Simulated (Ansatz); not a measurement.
Phases of AlN at 300 GPa

Structure types of AlN are relaxed in primitive cells with their symmetry kept at 300 GPa, on PAW files; LAPW relaxes the small cells further and takes the PAW cell for the others (marked *). The enthalpy is E + pV at zero temperature, without zero-point motion. Only the types listed were tried, and differences under about 5 meV/atom are mesh noise. The real phase may be another.

All numbers are PBE results (scalar-relativistic) from Ansatz 0.2.0, with Fermi–Dirac smearing of 0.1 eV, no spin polarisation. Methods: LAPW: all electrons, basis error target 0.5 meV/atom; PAW: frozen-core files, cutoff 420 eV.

k meshes: rocksalt 18×18×18, CsCl 16×16×16, zincblende 18×18×18, wurtzite 14×14×8, NiAs 13×13×8.

| start type | ends as | a, b, c (Å) | V (Å³/atom) | H − H(lowest), LAPW (meV/atom) |
| --- | --- | --- | --- | --- |
| rocksalt | rocksalt, Fm-3m | 3.475, 3.475, 3.475 | 5.24 | 0.0 |
| CsCl | CsCl, Pm-3m | 2.187, 2.187, 2.187 | 5.23 | 1720.6 |
| zincblende | zincblende, F-43m | 3.666, 3.666, 3.666 | 6.16 | ? |
| wurtzite* | flat h-MgO, P6_3/mmc | 2.802, 2.802, 3.440 | 5.85 | ? |
| NiAs* | NiAs, P6_3/mmc | 2.409, 2.409, 4.218 | 5.30 | 336.0 |

**Question.** What belongs in the row "wurtzite*", column "H − H(lowest), LAPW (meV/atom)"?

**Answer.** 1566.6.

**Question.** Give the missing entry: row "zincblende", column "H − H(lowest), LAPW (meV/atom)".

**Answer.** 2259.4.
